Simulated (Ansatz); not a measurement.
Here is an Ansatz 0.2.0 calculation.

The input input.yaml:

```yaml
crystal:
  lattice:
    - [3.842, 0.0, 0.0]
    - [-1.921, 3.3272696013, 0.0]
    - [0.0, 0.0, 6.403]
  atoms:
    - { symbol: Te, position: [0.6666666667, 0.3333333333, 0.75] }
    - { symbol: Te, position: [0.3333333333, 0.6666666667, 0.25] }
    - { symbol: Ti, position: [0.0, 0.0, 0.5] }
    - { symbol: Ti, position: [0.0, 0.0, 0.0] }
kpoints:
  mp_grid: { grid: [8, 8, 4] }
scf:
  occupations: { method: fermi_dirac, width: 0.05 }
hamiltonian:
  xc: pbesol
  pseudopotentials: { kind: all_electron, lapw: { basis_error: 0.001 } }
output:
  forces: true
  stress: true
  eigenvalues: true
  populations: true
```

Potentials or basis: all-electron LAPW, scalar-relativistic.

Command:

```bash
$ ansatz run input.yaml --threads 2 --pin off --max-ram 8192MiB --backend cpu --events-out ev --progress --plain --runs-dir out
```

(1) What does it give for the band gap on the k mesh?

(2) Estimate the pressure.

Results:

(1) none (metal or under the smearing width).

(2) 3.4 GPa.
